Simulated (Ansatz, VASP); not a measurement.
**Te in VASP and in Ansatz**

```
CELL_PARAMETERS angstrom
-1.93685 1.93685 1.93685
1.93685 -1.93685 1.93685
1.93685 1.93685 -1.93685
ATOMIC_POSITIONS crystal
Te 0.00000 0.00000 0.00000
```

The cell was built by a generator and needn't be a form met in nature.

Alike in both runs: functional revPBE; k mesh 11 × 11 × 11; occupations fermi-dirac, width 0.1 eV; no spin polarisation.

Ansatz relaxed the structure, and its values are those at the end. VASP's run is a single point on that final structure, the one shown.

|  | VASP | Ansatz |
| --- | --- | --- |
| version | VASP 6.6.1 | Ansatz 0.2.0 |
| potentials or method | VASP PAW PBE potentials, release 64 (Te) | plane waves (420 eV) with PAW, scalar-relativistic |
| plane-wave cutoff (eV) | 520 | 420 |
| valence electrons in the cell | 6 | 16 |

|  | VASP | Ansatz | Ansatz less VASP |
| --- | --- | --- | --- |
| pressure (GPa) | -0.2 | 0.0 | +0.11 |

With one functional, cell and mesh, what is left measures potentials, basis and numerics. The two sets of potentials don't hold the same shells in valence.

Caveats: the PAW data sets were made with another functional, which shifts forces and pressure a little (VASP). Spin-orbit coupling is left out, which matters for the levels of Te.
